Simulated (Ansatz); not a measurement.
# HfC: the cost of one run

Program: Ansatz 0.2.0. Level of theory: DFT PBE, scalar-relativistic, plane waves, PAW. These are calculated values, not measurements.

1 further run of the same task is left out (it didn't finish).

## 1. Starting point

Symmetry: F-43m, No. 216, cubic system. The conventional cell has a = 5.044 Å, b = 5.044 Å, c = 5.044 Å, α = 90.00°, β = 90.00°, γ = 90.00°. Around Hf (site symmetry -43m) lie 4 C at 2.18 Å. C (site symmetry -43m) has 4 Hf at 2.18 Å as nearest neighbours.

Coordinates:

```cif
data_structure
_symmetry_space_group_name_H-M 'F-43m'
_symmetry_Int_Tables_number 216
_cell_length_a 5.0442
_cell_length_b 5.0442
_cell_length_c 5.0442
_cell_angle_alpha 90.000
_cell_angle_beta 90.000
_cell_angle_gamma 90.000
_cell_volume 128.35
loop_
_atom_site_label
_atom_site_type_symbol
_atom_site_symmetry_multiplicity
_atom_site_Wyckoff_symbol
_atom_site_fract_x
_atom_site_fract_y
_atom_site_fract_z
_atom_site_occupancy
Hf1 Hf 4 a 0.00000 0.00000 0.00000 1
C1 C 4 d 0.25000 0.25000 0.75000 1
```

This cell comes from an earlier session at PBE: 16.043 Å³/atom at 0.00 GPa, on a 12×12×12 mesh.

The changes: atom 2 (C) moved 0.08 Å along z; atom 2 (C) moved 0.2 Å along y; strain e4 = +0.03, atoms carried along; strain e1 = +0.02, atoms carried along; all atoms moved at random (σ = 0.15 Å), cell strained at random (1 %); all atoms moved at random (σ = 0.03 Å), cell strained at random (1 %).

## 2. Atom 2 (C) moved 0.08 Å along z

File input.yaml:

```yaml
crystal:
  lattice:
    - [0.0, 2.5221072291, 2.5221072291]
    - [2.5221072291, 0.0, 2.5221072291]
    - [2.5221072291, 2.5221072291, 0.0]
  atoms:
    - { symbol: Hf, position: [0.0, 0.0, 0.0] }
    - { symbol: C, position: [0.2658597539, 0.2658597539, 0.2341402461] }
basis:
  ecutwfc: 420
  ecutrho_ratio: 4
kpoints:
  mp_grid: { grid: [12, 12, 12] }
hamiltonian:
  xc: pbe
scf:
  occupations: { method: gaussian, width: 0.05 }
output:
  forces: true
  stress: true
  eigenvalues: true
  write_density: true
  write_potential: true
  elf: true
  volumetric_format: npy
```

Launch:

```
ansatz run input.yaml --threads 2 --pin off --max-ram 2662MiB --backend cpu --events-out ev --progress --plain --runs-dir out
```

**Question.** How long does this run take on 2 threads of Arm Neoverse N1, shared host, and how much memory does it need?

About 16 s, with a peak of 0.47 GiB.
